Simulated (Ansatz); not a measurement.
Input and command of a plane-wave DFT calculation in Ansatz:

```yaml
crystal:
  lattice:
    - [0.0, 1.8873986396, 1.8873986396]
    - [1.8873986396, 0.0, 1.8873986396]
    - [1.8873986396, 1.8873986396, 0.0]
  atoms:
    - { symbol: Pd, position: [0.0, 0.0, 0.0] }
basis:
  ecutwfc: 420
kpoints:
  mp_grid: { grid: [10, 10, 10] }
hamiltonian:
  xc: pbe
scf:
  occupations: { method: gaussian, width: 0.1 }
output:
  forces: true
  stress: true
  eigenvalues: true
relax:
  adjacent_minimum: "off"
  f_tol: 0.05
  max_steps: 60
  cell: { stress_tol: 0.5 }
```

```bash
ansatz run input.yaml --threads 1 --pin off --max-ram 2560MiB --backend cpu --events-out ev --progress --plain --runs-dir out
```

Processor: Arm Neoverse V1, 1 thread, on a host shared with other jobs.

Task: Estimate time, memory and problem size.

Result: About 3.5 s on 1 thread of Arm Neoverse V1 (shared host), peak memory 0.26 GiB. It solves 13 bands at 47 k points (the mesh reduced by symmetry) with about 307 plane waves (on the last cell), in 25 SCF iterations over 5 ionic steps.
